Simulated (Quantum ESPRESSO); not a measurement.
# PtS2 (P-3m1) in Quantum ESPRESSO: band structure with r2SCAN

Aim: the band structure of PtS2 with r2SCAN.

All numbers are computed with Quantum ESPRESSO 7.5; they aren't measurements. Logs are shortened: lines on timing, memory, paths and dates and some standing lists are left out, and cuts for length are marked.

### Step 1. The structure

It takes space group P-3m1 (No. 164, trigonal). Conventional cell: a = 3.543 Å, b = 3.543 Å, c = 5.039 Å, α = 90.00°, β = 90.00°, γ = 120.00°. Pt (site symmetry -3m) is surrounded by 6 S at 2.34 Å. S (site symmetry 3m) is surrounded by 3 Pt at 2.34 Å.

### Step 2. Band structure, r2SCAN

Input file pw.in:

```
&CONTROL
  calculation = 'scf'
  prefix = 'pwscf'
  outdir = './tmp'
  pseudo_dir = './pseudo'
  tprnfor = .true.
  tstress = .true.
  disk_io = 'low'
/
&SYSTEM
  ibrav = 0
  celldm(1) = 8
  nat = 3
  ntyp = 2
  ecutwfc = 70
  nbnd = 22
  input_dft = 'r2scan'
  occupations = 'smearing'
  smearing = 'fd'
  degauss = 0.00367493
  nosym = .true.
/
&ELECTRONS
  conv_thr = 1d-08
  electron_maxstep = 120
  mixing_beta = 0.5
/
ATOMIC_SPECIES
Pt   195.0840 Pt_ONCV_PBE-1.2.upf
S     32.0600 S_ONCV_PBE-1.2.upf
CELL_PARAMETERS alat
  0.8369597005968   0.0000000000000   0.0000000000000
 -0.4184798502984   0.7248283626632   0.0000000000000
  0.0000000000000   0.0000000000000   1.1902439995955
ATOMIC_POSITIONS crystal
Pt     0.0000000000    0.0000000000    0.0000000000
S      0.6666666667    0.3333333333    0.7730000000
S      0.3333333333    0.6666666667    0.2270000000
K_POINTS automatic
7 7 4 0 0 0
```

Input file bands.in:

```
&CONTROL
  calculation = 'bands'
  prefix = 'pwscf'
  outdir = './tmp'
  pseudo_dir = './pseudo'
  disk_io = 'low'
  verbosity = 'high'
/
&SYSTEM
  ibrav = 0
  celldm(1) = 8
  nat = 3
  ntyp = 2
  ecutwfc = 70
  nbnd = 22
  input_dft = 'r2scan'
  occupations = 'smearing'
  smearing = 'fd'
  degauss = 0.00367493
  nosym = .true.
/
&ELECTRONS
  conv_thr = 1d-08
  electron_maxstep = 120
  mixing_beta = 0.5
  diago_full_acc = .true.
  startingwfc = 'random'
/
ATOMIC_SPECIES
Pt   195.0840 Pt_ONCV_PBE-1.2.upf
S     32.0600 S_ONCV_PBE-1.2.upf
CELL_PARAMETERS alat
  0.8369597005968   0.0000000000000   0.0000000000000
 -0.4184798502984   0.7248283626632   0.0000000000000
  0.0000000000000   0.0000000000000   1.1902439995955
ATOMIC_POSITIONS crystal
Pt     0.0000000000    0.0000000000    0.0000000000
S      0.6666666667    0.3333333333    0.7730000000
S      0.3333333333    0.6666666667    0.2270000000
K_POINTS crystal
60
 0.0000000000  0.0000000000  0.0000000000 1
 0.0714285714  0.0000000000  0.0000000000 1
 0.1428571429  0.0000000000  0.0000000000 1
 0.2142857143  0.0000000000  0.0000000000 1
 0.2857142857  0.0000000000  0.0000000000 1
 0.3571428571  0.0000000000  0.0000000000 1
 0.4285714286  0.0000000000  0.0000000000 1
 0.5000000000  0.0000000000  0.0000000000 1
 0.4583333333  0.0833333333  0.0000000000 1
 0.4166666667  0.1666666667  0.0000000000 1
 0.3750000000  0.2500000000  0.0000000000 1
 0.3333333333  0.3333333333  0.0000000000 1
 0.2962962963  0.2962962963  0.0000000000 1
 0.2592592593  0.2592592593  0.0000000000 1
 0.2222222222  0.2222222222  0.0000000000 1
 0.1851851852  0.1851851852  0.0000000000 1
 0.1481481481  0.1481481481  0.0000000000 1
 0.1111111111  0.1111111111  0.0000000000 1
 0.0740740741  0.0740740741  0.0000000000 1
 0.0370370370  0.0370370370  0.0000000000 1
 0.0000000000  0.0000000000  0.0000000000 1
 0.0000000000  0.0000000000  0.1250000000 1
 0.0000000000  0.0000000000  0.2500000000 1
 0.0000000000  0.0000000000  0.3750000000 1
 0.0000000000  0.0000000000  0.5000000000 1
 0.0625000000  0.0000000000  0.5000000000 1
 0.1250000000  0.0000000000  0.5000000000 1
 0.1875000000  0.0000000000  0.5000000000 1
 0.2500000000  0.0000000000  0.5000000000 1
 0.3125000000  0.0000000000  0.5000000000 1
 0.3750000000  0.0000000000  0.5000000000 1
 0.4375000000  0.0000000000  0.5000000000 1
 0.5000000000  0.0000000000  0.5000000000 1
 0.4583333333  0.0833333333  0.5000000000 1
 0.4166666667  0.1666666667  0.5000000000 1
 0.3750000000  0.2500000000  0.5000000000 1
 0.3333333333  0.3333333333  0.5000000000 1
 0.3030303030  0.3030303030  0.5000000000 1
 0.2727272727  0.2727272727  0.5000000000 1
 0.2424242424  0.2424242424  0.5000000000 1
 0.2121212121  0.2121212121  0.5000000000 1
 0.1818181818  0.1818181818  0.5000000000 1
 0.1515151515  0.1515151515  0.5000000000 1
 0.1212121212  0.1212121212  0.5000000000 1
 0.0909090909  0.0909090909  0.5000000000 1
 0.0606060606  0.0606060606  0.5000000000 1
 0.0303030303  0.0303030303  0.5000000000 1
 0.0000000000  0.0000000000  0.5000000000 1
 0.5000000000  0.0000000000  0.5000000000 1
 0.5000000000  0.0000000000  0.4000000000 1
 0.5000000000  0.0000000000  0.3000000000 1
 0.5000000000  0.0000000000  0.2000000000 1
 0.5000000000  0.0000000000  0.1000000000 1
 0.5000000000  0.0000000000  0.0000000000 1
 0.3333333333  0.3333333333  0.0000000000 1
 0.3333333333  0.3333333333  0.1000000000 1
 0.3333333333  0.3333333333  0.2000000000 1
 0.3333333333  0.3333333333  0.3000000000 1
 0.3333333333  0.3333333333  0.4000000000 1
 0.3333333333  0.3333333333  0.5000000000 1
```

Potentials or basis: SG15 PBE 1.2.

Started as:

```bash
$ OMP_NUM_THREADS=1 mpirun -n 4 pw.x -nk 4 -in pw.in > pw.out
$ OMP_NUM_THREADS=1 mpirun -n 4 pw.x -nk 4 -in bands.in > bands.out
```

pw.out:

```text
This program is part of the open-source Quantum ESPRESSO suite
     for quantum simulation of materials; please cite
         "P. Giannozzi et al., J. Phys.:Condens. Matter 21 395502 (2009);
         "P. Giannozzi et al., J. Phys.:Condens. Matter 29 465901 (2017);
         "P. Giannozzi et al., J. Chem. Phys. 152 154105 (2020);
     in publications or presentations arising from this work. More details at

     IMPORTANT: XC functional enforced from input :
     Exchange-correlation= R2SCAN
                           (   0   0   0   0   0 497 498)
     Any further DFT definition will be discarded
     Please, verify this is what you really want

     K-points division:     npool     =       4
     Subspace diagonalization in iterative solution of the eigenvalue problem:
     a serial algorithm will be used

     G-vector sticks info
     --------------------
     sticks:   dense  smooth     PW     G-vecs:    dense   smooth      PW
     Sum         859     859    253                29193    29193    4839

     Using Slab Decomposition

     bravais-lattice index     =            0
     lattice parameter (alat)  =       8.0000  a.u.
     unit-cell volume          =     369.6968 (a.u.)^3
     number of atoms/cell      =            3
     number of atomic types    =            2
     number of electrons       =        30.00
     number of Kohn-Sham states=           22
     kinetic-energy cutoff     =      70.0000  Ry
     charge density cutoff     =     280.0000  Ry
     scf convergence threshold =      1.0E-08
     mixing beta               =       0.5000
     number of iterations used =            8  plain     mixing
     Exchange-correlation= R2SCAN
                           (   0   0   0   0   0 497 498)

     celldm(1)=   8.000000  celldm(2)=   0.000000  celldm(3)=   0.000000
     celldm(4)=   0.000000  celldm(5)=   0.000000  celldm(6)=   0.000000

     crystal axes: (cart. coord. in units of alat)
               a(1) = (   0.836960   0.000000   0.000000 )
               a(2) = (  -0.418480   0.724828   0.000000 )
               a(3) = (   0.000000   0.000000   1.190244 )

     reciprocal axes: (cart. coord. in units 2 pi/alat)
               b(1) = (  1.194801  0.689818 -0.000000 )
               b(2) = (  0.000000  1.379637  0.000000 )
               b(3) = (  0.000000 -0.000000  0.840164 )

     PseudoPot. # 1 for Pt read from file:
     Pt_ONCV_PBE-1.2.upf
     Pseudo is Norm-conserving, Zval = 18.0
     Generated using ONCVPSP code by D. R. Hamann
     Using radial grid of  602 points,  8 beta functions with:
                l(1) =   0
                l(2) =   0
                l(3) =   1
                l(4) =   1
                l(5) =   2
                l(6) =   2
                l(7) =   3
                l(8) =   3

     PseudoPot. # 2 for S  read from file:
     S_ONCV_PBE-1.2.upf
     Pseudo is Norm-conserving, Zval =  6.0
     Generated using ONCVPSP code by D. R. Hamann
     Using radial grid of  602 points,  4 beta functions with:
                l(1) =   0
                l(2) =   0
                l(3) =   1
                l(4) =   1

     atomic species   valence    mass     pseudopotential
     Pt               18.00   195.08400     Pt( 1.00)
     S                 6.00    32.06000     S ( 1.00)

     No symmetry found

   Cartesian axes

     site n.     atom                  positions (alat units)
         1        Pt     tau(   1) = (   0.0000000   0.0000000   0.0000000  )
         2        S      tau(   2) = (   0.4184799   0.2416095   0.9200586  )
         3        S      tau(   3) = (  -0.0000000   0.4832189   0.2701854  )

     number of k points=    99  Fermi-Dirac smearing, width (Ry)=  0.0037
                       cart. coord. in units 2pi/alat
        k(    1) = (   0.0000000   0.0000000   0.0000000), wk =   0.0102041
        k(    2) = (   0.0000000   0.0000000   0.2100410), wk =   0.0204082
        k(    3) = (   0.0000000   0.0000000  -0.4200819), wk =   0.0102041
        k(    4) = (   0.0000000   0.1970910   0.0000000), wk =   0.0204082
        k(    5) = (   0.0000000   0.1970910   0.2100410), wk =   0.0204082
        k(    6) = (   0.0000000   0.1970910  -0.4200819), wk =   0.0204082
[... 91 lines left out ...]
        k(   98) = (   0.5120574   0.0985455  -0.4200819), wk =   0.0204082
        k(   99) = (   0.5120574   0.0985455  -0.2100410), wk =   0.0204082

     Dense  grid:    29193 G-vectors     FFT dimensions: (  36,  36,  54)

     WARNING: libxc functional with ID  497 depends
      on external parameters: check the user_guide of
      QE if you need to modify them or to check their
      default values.

     WARNING: libxc functional with ID  498 depends
      on external parameters: check the user_guide of
      QE if you need to modify them or to check their
      default values.

     Initial potential from superposition of free atoms

     starting charge      29.9524, renormalised to      30.0000
     Starting wfcs are random

     Self-consistent Calculation

     iteration #  1     ecut=    70.00 Ry     beta= 0.50
     Davidson diagonalization with overlap
     ethr =  1.00E-02,  avg # of iterations =  9.8

     total energy              =    -283.53226372 Ry
     estimated scf accuracy    <      12.54043472 Ry

     iteration #  2     ecut=    70.00 Ry     beta= 0.50
     Davidson diagonalization with overlap
     ethr =  1.00E-02,  avg # of iterations =  1.0

     total energy              =    -283.58753990 Ry
     estimated scf accuracy    <       2.69990340 Ry

     iteration #  3     ecut=    70.00 Ry     beta= 0.50
     Davidson diagonalization with overlap
     ethr =  9.00E-03,  avg # of iterations =  1.0

     total energy              =    -283.57458399 Ry
     estimated scf accuracy    <       0.80218220 Ry

     iteration #  4     ecut=    70.00 Ry     beta= 0.50
     Davidson diagonalization with overlap
     ethr =  2.67E-03,  avg # of iterations =  1.0

     total energy              =    -283.61886777 Ry
     estimated scf accuracy    <       0.00114127 Ry

     iteration #  5     ecut=    70.00 Ry     beta= 0.50
     Davidson diagonalization with overlap
     ethr =  3.80E-06,  avg # of iterations = 10.2
[... 22 lines left out ...]
     total energy              =    -283.62002150 Ry
     estimated scf accuracy    <       0.00000057 Ry

     iteration #  9     ecut=    70.00 Ry     beta= 0.50
     Davidson diagonalization with overlap
     ethr =  1.89E-09,  avg # of iterations =  1.0

     total energy              =    -283.62002151 Ry
     estimated scf accuracy    <       0.00000017 Ry

     iteration # 10     ecut=    70.00 Ry     beta= 0.50
     Davidson diagonalization with overlap
     ethr =  5.59E-10,  avg # of iterations =  1.4

     total energy              =    -283.62002152 Ry
     estimated scf accuracy    <       0.00000003 Ry

     iteration # 11     ecut=    70.00 Ry     beta= 0.50
     Davidson diagonalization with overlap
     ethr =  1.10E-10,  avg # of iterations =  1.4

     End of self-consistent calculation

          k = 0.0000 0.0000 0.0000 (  3631 PWs)   bands (ev):

   -91.7715 -44.8360 -44.8360 -44.6547  -5.5793  -2.2257   3.4656   3.4656
     3.5777   6.6296   6.6296   8.8853   9.5301   9.5301  10.6328  13.4338
    13.4338  16.0030  16.9549  19.2093  19.2093  23.4947

          k = 0.0000 0.0000 0.2100 (  3637 PWs)   bands (ev):

   -91.7715 -44.8360 -44.8360 -44.6547  -5.4491  -2.5755   3.4767   3.4767
     4.1729   6.6176   6.6176   8.6557   9.4322   9.4322  10.1463  13.6694
    13.6694  16.2386  17.8096  19.0653  19.0653  22.1406

          k = 0.0000 0.0000-0.4201 (  3638 PWs)   bands (ev):

   -91.7715 -44.8360 -44.8360 -44.6547  -5.2931  -2.9247   3.4879   3.4879
     4.8731   6.6060   6.6060   8.1890   9.3392   9.3392   9.8145  13.9192
    13.9192  16.7128  18.5672  18.8780  18.8780  20.9180

          k = 0.0000 0.1971 0.0000 (  3659 PWs)   bands (ev):

   -91.7714 -44.8408 -44.8372 -44.6540  -5.2963  -2.4017   3.6576   3.6801
     3.8705   6.2085   6.4230   8.1413   9.5067   9.5160  10.6813  12.6035
    13.2659  17.0098  17.8261  18.9760  20.0580  21.8722

          k = 0.0000 0.1971 0.2100 (  3653 PWs)   bands (ev):

   -91.7714 -44.8408 -44.8372 -44.6541  -5.1704  -2.6785   3.4716   3.6502
     4.5265   6.1402   6.4225   8.1070   9.2158   9.6064  10.6913  12.7760
    13.0530  16.8982  17.7313  19.7417  20.3536  20.7954
[... 543 lines left out ...]
   -91.7710 -44.8564 -44.8437 -44.6517  -3.9585  -2.9905   3.7193   4.2171
     4.9357   5.3558   6.0581   7.3690   8.0614   8.4329   9.9221  12.3122
    13.0781  16.8750  19.0864  19.5877  20.0907  21.4008

          k = 0.5121 0.0985 0.2100 (  3655 PWs)   bands (ev):

   -91.7710 -44.8564 -44.8437 -44.6517  -3.8322  -3.1301   3.6326   4.1803
     4.7930   5.7064   5.9703   7.4212   8.0404   8.7665   9.3311  12.6846
    13.1852  17.0701  18.5832  19.8038  20.5673  21.1608

          k = 0.5121 0.0985-0.4201 (  3668 PWs)   bands (ev):

   -91.7710 -44.8564 -44.8437 -44.6518  -3.7585  -3.1820   3.4286   3.9932
     4.7613   5.9020   6.0756   7.4492   8.2958   8.7627   9.5011  12.6477
    12.8724  17.1885  18.0685  20.0703  20.8475  21.4547

          k = 0.5121 0.0985-0.2100 (  3655 PWs)   bands (ev):

   -91.7710 -44.8564 -44.8437 -44.6517  -3.9058  -3.0207   3.4931   4.0483
     4.7712   5.6948   6.1670   7.3999   8.2877   8.5223  10.0435  12.0427
    13.0068  16.9263  18.4735  19.5007  20.7422  21.7416

     the Fermi energy is    11.2246 ev

!    total energy              =    -283.62002152 Ry
     estimated scf accuracy    <          6.0E-09 Ry
     smearing contrib. (-TS)   =      -0.00000025 Ry
     internal energy E=F+TS    =    -283.62002127 Ry

     The total energy is F=E-TS. E is the sum of the following terms:
     one-electron contribution =    -163.86232556 Ry
     hartree contribution      =      91.24120481 Ry
     xc contribution           =     -32.38217346 Ry
     ewald contribution        =    -178.61672705 Ry

     convergence has been achieved in  11 iterations

     Forces acting on atoms (cartesian axes, Ry/au):

     atom    1 type  1   force =     0.00000000    0.00000006   -0.00001946
     atom    2 type  2   force =    -0.00000010   -0.00000026   -0.04801892
     atom    3 type  2   force =     0.00000009    0.00000021    0.04803838

     Total force =     0.067923     Total SCF correction =     0.000020

     Computing stress (Cartesian axis) and pressure

          total   stress  (Ry/bohr**3)                   (kbar)     P=       93.20
   0.00062526   0.00000000  -0.00000000           91.98        0.00       -0.00
   0.00000000   0.00062526  -0.00000000            0.00       91.98       -0.00
  -0.00000000  -0.00000000   0.00065009           -0.00       -0.00       95.63

=------------------------------------------------------------------------------=
   JOB DONE.
=------------------------------------------------------------------------------=
```

Run time: 50 s. Hardware: 4 MPI ranks of AMD EPYC 9R45 (Zen 5), shared host; peak memory 0.48 GiB.

Results:

| Item | Value |
| --- | --- |
| Free energy | -3858.8470 eV |
| Pressure | 9.3 GPa |
| Largest force | 1.235 eV/Å |
| Band gap on the k mesh | 1.03 eV, indirect (least direct gap 1.22 eV) |
| Band gap along the path | 1.21 eV, indirect (least direct gap 1.74 eV) |

Forces in eV/Å, atoms in the order of the input:
```
Pt   0.000  0.000 -0.001
S    0.000  0.000 -1.235
S    0.000  0.000  1.235
```

Stress tensor (GPa, compression positive):
```
9.20 0.00 0.00
0.00 9.20 0.00
0.00 0.00 9.56
```

Levels at the corners of the path, in eV from the valence-band top:
```tsv
point	band 11	band 12	band 13	band 14	band 15	band 16	band 17	band 18	band 19	band 20
Γ	-4.09	-1.83	-1.19	-1.19	-0.08	2.72	2.72	5.29	6.24	8.49
M	-3.53	-3.44	-3.33	-3.06	-2.37	2.02	3.11	5.92	7.10	8.90
K	-4.70	-3.78	-2.79	-1.52	-1.52	1.28	1.28	6.09	8.60	10.00
Γ	-4.09	-1.83	-1.19	-1.19	-0.08	2.72	2.72	5.29	6.24	8.49
A	-4.11	-2.53	-1.38	-1.38	-0.90	3.20	3.20	6.00	7.85	8.16
L	-3.45	-3.36	-3.20	-2.77	-1.39	2.34	2.60	5.80	6.04	8.48
H	-4.48	-3.67	-3.66	-1.93	-1.93	2.47	2.47	7.70	8.46	8.82
A	-4.11	-2.53	-1.38	-1.38	-0.90	3.20	3.20	6.00	7.85	8.16
L	-3.45	-3.36	-3.20	-2.77	-1.39	2.34	2.60	5.80	6.04	8.48
M	-3.53	-3.44	-3.33	-3.06	-2.37	2.02	3.11	5.92	7.10	8.90
K	-4.70	-3.78	-2.79	-1.52	-1.52	1.28	1.28	6.09	8.60	10.00
H	-4.48	-3.67	-3.66	-1.93	-1.93	2.47	2.47	7.70	8.46	8.82
```

Caveat: the potentials were made for another functional, which shifts forces and pressure; spin-orbit coupling is left out, which moves the levels of the heavy elements. r2SCAN opens gaps a little over a GGA but as a rule still falls short of measured ones.
